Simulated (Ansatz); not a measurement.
# YN: pressure against volume scale

Periodic Kohn-Sham DFT of a crystal at fixed atoms, scaled to volume_scale times the given cell; pressure positive in compression, energy less spherical unpolarised free atoms, largest_vzz the field gradient of largest size among the nuclei. The results are calculated, by Ansatz 0.2.0.

The cell before it is scaled or strained (space group Fm-3m, No. 225):
```
cell vectors (Å)
   0.0000     2.4385     2.4385
   2.4385     0.0000     2.4385
   2.4385     2.4385     0.0000
atoms (fractions of the cell vectors)
Y   0.00000  0.00000  0.00000
N   0.50000  0.50000  0.50000
```

Settings of every row: method frozen-core PAW; functional PBE; relativity scalar; k mesh 11x11x11; filling fermi-dirac; smearing width 0.03 eV; wave cutoff 420 eV; paw set soft_2.

Atom start moment: 0 on all atoms.

Limits: small gap, it may come from the mesh.

| row | volume scale | V (Å³/atom) | pressure (GPa) |
| --- | --- | --- | --- |
| 1 | 0.95 | 13.775 | ? |
| 2 | 0.975 | 14.138 | 7.511 |
| 3 | 1 | 14.5 | 2.934 |
| 4 | 1.025 | 14.863 | -1.093 |
| 5 | 1.05 | 15.225 | -4.634 |

Question: what pressure should row 1 give?

Worked fit of pressure. Take u = (V_r/V)^(2/3) − 1 with V_r = 14.681 Å³ an atom, which is twice the finite (Eulerian) strain; such expansions in the strain, on which the Birch-Murnaghan equation of state is built, carry the rest volume and the bulk modulus. The shown rows have u = 0.02544, 0.0083, -0.00818, -0.02396. Least squares give pressure = 0.8617 + 244.83 × u + 648.02 × u² GPa; a straight line predicts inner rows, each left out in turn, worse (root mean square 0.25 against 0.01 GPa). The rows lie off it by 0.001, -0.004, 0.005, -0.002 (root mean square 0.0034 GPa). The pressure vanishes at u = -0.0036, or V = 14.76 Å³ an atom, and there the bulk modulus at fixed shape and fractions is B = −V dP/dV = (2/3)(1 + u) dP/du = 160 GPa. The withheld row has u = 0.04338, so the fit gives 0.8617 + 244.83 × (0.04338) + 648.02 × (0.04338)² = 12.702 GPa.

The calculation gave 12.717 GPa. The fit lies 0.015 GPa (0.086 % of the column's range) below it; its largest miss of a shown row is 0.005 GPa. This row lies beyond the range of the fit.
